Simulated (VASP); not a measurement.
# Ni (Fm-3m) in VASP: further runs

Runs on Ni. Level: PBE. Tasks: single point.

All numbers are computed with VASP 6.6.1; they aren't measurements. Logs are shortened: lines on timing, memory, paths and dates and some standing lists are left out, and cuts for length are marked.

## Step 1: The structure

The structure is cubic, space group Fm-3m (No. 225). The conventional cell has a = 3.603 Å, b = 3.603 Å, c = 3.603 Å, α = 90.00°, β = 90.00°, γ = 90.00°. Around Ni (site symmetry m-3m) lie 12 Ni at 2.55 Å.

## Step 2: Single point, PBE, collinear spin, typed start

Contents of INCAR:

```
  ALGO = Normal
  EDIFF = 1E-6
  ENCUT = 520
  GGA = PE
  ISIF = 2
  ISMEAR = -1
  ISPIN = 2
  LASPH = True
  LCHARG = False
  LMAXMIX = 4
  LORBIT = 11
  LREAL = False
  LWAVE = False
  MAGMOM = 2
  NBANDS = 15
  NELM = 150
  PREC = Accurate
  SIGMA = 0.1
```

Contents of KPOINTS:

```
k-points
0
Gamma
  12 12 12
```

Contents of POSCAR:

```
Ni
1.0
    0.0000000000      1.8015000000      1.8015000000
    1.8015000000      0.0000000000      1.8015000000
    1.8015000000      1.8015000000      0.0000000000
Ni
1
Direct
    0.0000000000      0.0000000000      0.0000000000
```

Potentials or basis: VASP PAW PBE potentials, release 64 (Ni).

Started as:

```
cat potpaw_PBE.64/Ni/POTCAR > POTCAR
mpirun -np 1 vasp_std > vasp.out
```

OUTCAR:

```text
EDIFF = 1E-6
   ENCUT = 520
   GGA = PE
   ISIF = 2
   ISMEAR = -1
   ISPIN = 2
   LASPH = True
   LORBIT = 11
   LREAL = False
   NELM = 150
   PREC = Accurate

 ion  position               nearest neighbor table
   1  0.000  0.000  0.000-

  LATTYP: Found a face centered cubic cell.
 ALAT       =     3.6030000000

  Lattice vectors:

 A1 = (   0.0000000000,   1.8015000000,   1.8015000000)
 A2 = (   1.8015000000,   0.0000000000,   1.8015000000)
 A3 = (   1.8015000000,   1.8015000000,   0.0000000000)

Analysis of symmetry for initial positions (statically):
=====================================================================
 Subroutine PRICEL returns:
 Original cell was already a primitive cell.

 Routine SETGRP: Setting up the symmetry group for a
 face centered cubic supercell.

 Subroutine GETGRP returns: Found 48 space group operations
 (whereof 48 operations were pure point group operations)
 out of a pool of 48 trial point group operations.

The static configuration has the point symmetry O_h .

Analysis of symmetry for dynamics (positions and initial velocities):
=====================================================================
 Subroutine PRICEL returns:
 Original cell was already a primitive cell.

 Routine SETGRP: Setting up the symmetry group for a
 face centered cubic supercell.

 Subroutine GETGRP returns: Found 48 space group operations
 (whereof 48 operations were pure point group operations)
 out of a pool of 48 trial point group operations.

The dynamic configuration has the point symmetry O_h .

Analysis of structural, dynamic, and magnetic symmetry:
=====================================================================
 Subroutine PRICEL returns:
 Original cell was already a primitive cell.

 Routine SETGRP: Setting up the symmetry group for a
 face centered cubic supercell.

 Subroutine GETGRP returns: Found 48 space group operations
 (whereof 48 operations were pure point group operations)
 out of a pool of 48 trial point group operations.

The overall configuration has the point symmetry O_h .

 Subroutine INISYM returns: Found 48 space group operations
 (whereof 48 operations are pure point group operations),
 and found     1 'primitive' translations

----------------------------------------------------------------------------------------

                                     Primitive cell

  volume of cell :      11.6932

  direct lattice vectors                    reciprocal lattice vectors
     0.000000000  1.801500000  1.801500000    -0.277546489  0.277546489  0.277546489
     1.801500000  0.000000000  1.801500000     0.277546489 -0.277546489  0.277546489
     1.801500000  1.801500000  0.000000000     0.277546489  0.277546489 -0.277546489

  length of vectors
     2.547705733  2.547705733  2.547705733     0.480724620  0.480724620  0.480724620

  position of ions in fractional coordinates (direct lattice)
     0.000000000  0.000000000  0.000000000

  ion indices of the primitive-cell ions
   primitive index   ion index
                 1           1

----------------------------------------------------------------------------------------

 KPOINTS: k-points

Automatic generation of k-mesh.
 Grid dimensions read from file:
 generate k-points for:   12   12   12

 Generating k-lattice:

  Cartesian coordinates                     Fractional coordinates (reciprocal lattice)
    -0.023128874  0.023128874  0.023128874     0.083333333  0.000000000  0.000000000
     0.023128874 -0.023128874  0.023128874     0.000000000  0.083333333  0.000000000
     0.023128874  0.023128874 -0.023128874     0.000000000  0.000000000  0.083333333

  Length of vectors
     0.040060385  0.040060385  0.040060385

  Shift w.r.t. Gamma in fractional coordinates (k-lattice)
     0.000000000  0.000000000  0.000000000

 Subroutine IBZKPT returns following result:
 ===========================================

 Found     72 irreducible k-points:

 Following reciprocal coordinates:
            Coordinates               Weight
  0.000000  0.000000  0.000000      1.000000
  0.083333  0.000000  0.000000      8.000000
  0.166667  0.000000  0.000000      8.000000
  0.250000  0.000000  0.000000      8.000000
  0.333333  0.000000  0.000000      8.000000
  0.416667  0.000000  0.000000      8.000000
[... 16 lines left out ...]
  0.500000  0.166667  0.000000     24.000000
 -0.416667  0.166667  0.000000     24.000000
 [... further k-points ...]
   k-points           NKPTS =     72   k-points in BZ     NKDIM =     72   number of bands    NBANDS=     15
   number of dos      NEDOS =    301   number of ions     NIONS =      1
   total plane-waves  NPLWV =   8000
   dimension x,y,z NGX =    20 NGY =   20 NGZ =   20
   dimension x,y,z NGXF=    40 NGYF=   40 NGZF=   40
   ions per type =               1
   NGX,Y,Z   is equivalent  to a cutoff of  13.05, 13.05, 13.05 a.u.
   NGXF,Y,Z  is equivalent  to a cutoff of  26.10, 26.10, 26.10 a.u.
 SYSTEM =  unknown system
   PREC   = accura    normal or accurate (medium, high low for compatibility)
   ISTART =      0    job   : 0-new  1-cont  2-samecut
   ICHARG =      2    charge: 1-file 2-atom 10-const
   ISPIN  =      2    spin polarized calculation?
   LNONCOLLINEAR =      F non collinear calculations
   LSORBIT =      F    spin-orbit coupling
   LASPH  =      T    aspherical Exc in radial PAW
   ENCUT  =  520.0 eV  38.22 Ry    6.18 a.u.   4.74  4.74  4.74*2*pi/ulx,y,z
   NELM   =    150;   NELMIN=  2; NELMDL= -5     # of ELM steps
   EDIFF  = 0.1E-05   stopping-criterion for ELM
   LREAL  =      F    real-space projection
   EDIFFG = 0.1E-04   stopping-criterion for IOM
   NSW    =      0    number of steps for IOM
   IBRION =     -1    ionic relax: 0-MD 1-quasi-New 2-CG
   NFREE  =      0    steps in history (QN), initial steepest desc. (CG)
   ISIF   =      2    stress and relaxation
   ISYM   =      2    0-nonsym 1-usesym 2-fastsym
   POTIM  = 0.5000    time-step for ionic-motion
   TEBEG  =    0.0;   TEEND  =   0.0 temperature during run
   PSTRESS=    0.0 pullay stress
   NELECT =      10.0000    total number of electrons
   NUPDOWN=      -1.0000    fix difference up-down
   EMIN   =  10.00;   EMAX   =-10.00  energy-range for DOS
   EFERMI =   0.00;   METHOD = LEGACY
   ISMEAR =    -1;   SIGMA  =   0.10  broadening in eV -4-tet -1-fermi 0-gaus
   EFERMI_NEDOS =   21; number of points for ismear=-14 and -15
   IALGO  =     38    algorithm
   IMIX   =      4    mixing-type and parameters
     AMIX     =   0.40;   BMIX     =  1.00
     AMIX_MAG =   1.60;   BMIX_MAG =  1.00
  volume/ion in A,a.u.               =      11.69        78.91
  Fermi-wavevector in a.u.,A,eV,Ry     =   1.553927  2.936496 32.853833  2.414689
  Thomas-Fermi vector in A             =   2.658087
   LORBIT       =     11    0 simple, 1 ext, 2 COOP (PROOUT), +10 PAW based schemes
   GGA     = PE    functional components
   LHFCALC =     F    Hartree Fock is set to
   AEXX    =    0.0000 exact exchange contribution
   IVDW    =     0    specifies the selected vdW correction
   LEPSILON=     F    determine dielectric tensor
   LRPA    =     F    only Hartree local field effects (RPA)
 spin polarized calculation
  energy-cutoff  :      520.00
  volume of cell :       11.69
 maximum number of plane-waves:       332
   NGX =  9   NGY =  9   NGZ =  9

 number of electron      10.0000000 magnetization       2.0000000

 number of electron       9.9999989 magnetization       0.6628932

 Free energy of the ion-electron system (eV)
  ---------------------------------------------------
  ext. energy  EPLUGINS =         0.00000000
  ---------------------------------------------------
  free energy    TOTEN  =        -5.46839403 eV

  energy without entropy =       -5.41087343  energy(sigma->0) =       -5.43963373

 E-fermi :   8.3852     XC(G=0): -12.8362

 val. band max:        8.3752119717   @ k =  -0.3333   0.2500   0.0833
 cond. band min:       8.3865924887   @ k =  -0.1667   0.1667   0.0000
 fundamental gap:      0.0113805171
 Fermi energy:         8.3851986905

 spin component 1

 k-point     1 :       0.0000    0.0000    0.0000
  band No.  band energies     occupation
      1      -0.1256      1.00000
      2       6.1191      1.00000
      3       6.1191      1.00000
      4       6.1191      1.00000
      5       7.1688      0.99999
      6       7.1688      0.99999
      7      31.5065      0.00000
      8      34.8005      0.00000
      9      34.8005      0.00000
     10      34.8005      0.00000
     11      37.5416      0.00000
     12      37.5416      0.00000
     13      37.5416      0.00000
     14      40.6539      0.00000
     15      46.1814      0.00000
[... 397 lines left out ...]
 k-point    24 :      -0.4167    0.1667    0.0000
  band No.  band energies     occupation
      1       4.4376      1.00000
      2       5.7927      1.00000
      3       6.3266      1.00000
      4       6.4746      1.00000
      5       7.6337      0.99946
      6      10.4514      0.00000
      7      14.0681      0.00000
      8      24.3597      0.00000
      9      28.8621      0.00000
     10      30.1999      0.00000
     11      38.9123      0.00000
     12      39.4850      0.00000
     13      45.9143      0.00000
     14      48.6035      0.00000
     15      49.6864      0.00000

 [... further k-points ...]

 spin component 2

 k-point     1 :       0.0000    0.0000    0.0000
  band No.  band energies     occupation
      1      -0.1641      1.00000
      2       6.9002      1.00000
      3       6.9002      1.00000
      4       6.9002      1.00000
      5       7.8077      0.99691
      6       7.8077      0.99691
      7      31.3250      0.00000
      8      34.7965      0.00000
      9      34.7965      0.00000
     10      34.7965      0.00000
     11      37.6363      0.00000
     12      37.6363      0.00000
     13      37.6363      0.00000
     14      40.5163      0.00000
     15      46.3553      0.00000
[... 397 lines left out ...]
 k-point    24 :      -0.4167    0.1667    0.0000
  band No.  band energies     occupation
      1       4.9213      1.00000
      2       6.2944      1.00000
      3       6.8948      1.00000
      4       7.1335      1.00000
      5       8.4361      0.37544
      6      10.7660      0.00000
      7      14.4226      0.00000
      8      24.4322      0.00000
      9      28.9380      0.00000
     10      30.1925      0.00000
     11      38.9509      0.00000
     12      39.4523      0.00000
     13      45.9943      0.00000
     14      48.6903      0.00000
     15      49.7637      0.00000

 [... further k-points ...]

------------------------ aborting loop because EDIFF is reached ----------------------------------------

  FORCE on cell =-STRESS in cart. coord.  units (eV):
  Direction    XX          YY          ZZ          XY          YZ          ZX
  --------------------------------------------------------------------------------------
  -------------------------------------------------------------------------------------
  Total       -0.8135676     -0.8135676     -0.8135676     -0.0000000      0.0000000     -0.0000000
  in kB     -111.4734455   -111.4734455   -111.4734455     -0.0000000      0.0000000     -0.0000000
  external PRESSURE =    -111.4734455 kB  Pullay stress =       0.0000000 kB

 VOLUME and BASIS-vectors are now :
 -----------------------------------------------------------------------------
  energy-cutoff  :      520.00
  volume of cell :       11.69
      direct lattice vectors                 reciprocal lattice vectors
     0.000000000  1.801500000  1.801500000    -0.277546489  0.277546489  0.277546489
     1.801500000  0.000000000  1.801500000     0.277546489 -0.277546489  0.277546489
     1.801500000  1.801500000  0.000000000     0.277546489  0.277546489 -0.277546489

 POSITION                                       TOTAL-FORCE (eV/Angst)
 -----------------------------------------------------------------------------------
      0.00000      0.00000      0.00000         0.000000      0.000000     -0.000000
 -----------------------------------------------------------------------------------
    total drift:                                0.000000     -0.000000     -0.000000

  FREE ENERGIE OF THE ION-ELECTRON SYSTEM (eV)
  ---------------------------------------------------
  free  energy   TOTEN  =        -5.4683940260 eV

  energy  without entropy=       -5.4108734292  energy(sigma->0) =       -5.43963373

 total charge

# of ion       s       p       d       tot
------------------------------------------
    1        0.469   0.438   8.284   9.191

 magnetization (x)

# of ion       s       p       d       tot
------------------------------------------
    1       -0.006  -0.024   0.711   0.681
```

It took 28 s on 1 thread of Intel Xeon Platinum 8259CL at 2.50GHz (Skylake/Cascade Lake), shared host; peak memory 0.14 GiB.

What came out:

```yaml
Free_energy: -5.4684 eV
Pressure: -11.1 GPa
Band_gap_on_the_k_mesh: none (metal or under the smearing width)
Net_moment: 0.66 μB per cell
Site_moments: Ni +0.68 μB
Valence_electrons_inside_the_program's_atomic_spheres: Ni 9.19
```

Levels at points of the mesh, in eV from the Fermi level:
Spin up:
```
           k point  band 2  band 3  band 4  band 5  band 6  band 7  band 8  band 9
(0.00, 0.00, 0.00)   -2.27   -2.27   -2.27   -1.22   -1.22   23.12   26.42   26.42
(0.50, 0.00, 0.00)   -2.25   -2.25   -0.63   -0.63   -0.15    5.17   21.65   23.44
(0.50, 0.50, 0.00)   -3.84   -0.58   -0.52   -0.52    2.42    8.59   14.17   14.17
```
Spin down:
```
           k point  band 1  band 2  band 3  band 4  band 5  band 6  band 7  band 8
(0.00, 0.00, 0.00)   -8.55   -1.48   -1.48   -1.48   -0.58   -0.58   22.94   26.41
(0.50, 0.00, 0.00)   -4.01   -1.59   -1.59   -0.22    0.16    0.16    5.60   21.49
(0.50, 0.50, 0.00)   -3.86   -3.19    0.08    0.37    0.37    2.37    8.85   14.18
```

## Step 3: Single point, PBE, collinear spin, typed start

Contents of INCAR:

```
PREC     = Accurate       # precision mode
ENCUT    = 520            # plane-wave cutoff, eV
EDIFF    = 1E-6           # SCF threshold, eV
ISMEAR   = -1             # smearing method
SIGMA    = 0.1            # smearing width, eV
LREAL    = False          # projectors in reciprocal space
LASPH    = True           # aspherical terms in the spheres
NELM     = 150            # most SCF steps
ALGO     = Fast           # electronic algorithm
ISIF     = 2              # what is computed and relaxed
LWAVE    = False          # write WAVECAR
LCHARG   = False          # write CHGCAR
ISPIN    = 2              # spin polarisation
MAGMOM   = 2              # initial moments
LORBIT   = 11             # projections on sites
LMAXMIX  = 4              # l up to which the mixer works
GGA      = PE             # functional
NBANDS   = 15             # bands
```

Contents of KPOINTS:

```
Automatic mesh
0
Gamma
  12 12 12
```

POSCAR is that of step 2.

Potentials or basis: VASP PAW PBE potentials, release 64 (Ni).

Started as:

```
cat potpaw_PBE.64/Ni/POTCAR > POTCAR
mpirun -np 1 vasp_std > vasp.out
```

Wall time 34 s (1 thread of Intel Xeon Platinum 8259CL at 2.50GHz (Skylake/Cascade Lake), shared host); peak memory 0.14 GiB.

The run converged. Its results:

* Free energy: -5.4684 eV
* Pressure: -10.8 GPa
* Band gap on the k mesh: none (metal or under the smearing width)
* Net moment: 0.66 μB per cell
* Site moments: Ni +0.68 μB
* Valence electrons inside the program's atomic spheres: Ni 9.19

Levels at points of the mesh, in eV from the Fermi level:
Spin up:
```csv
k point,band 3,band 4,band 5,band 6,band 7,band 8
"(0.00, 0.00, 0.00)",-2.27,-2.27,-1.22,-1.22,23.12,26.42
"(0.50, 0.00, 0.00)",-2.25,-0.63,-0.63,-0.15,5.17,21.65
"(0.50, 0.50, 0.00)",-0.58,-0.52,-0.52,2.42,8.59,14.18
```
Spin down:
```tsv
k point	band 1	band 2	band 3	band 4	band 5	band 6	band 7	band 8
(0.00, 0.00, 0.00)	-8.55	-1.48	-1.48	-1.48	-0.58	-0.58	22.94	26.41
(0.50, 0.00, 0.00)	-4.01	-1.59	-1.59	-0.22	0.16	0.16	5.60	21.49
(0.50, 0.50, 0.00)	-3.86	-3.19	0.08	0.37	0.37	2.37	8.85	14.18
```
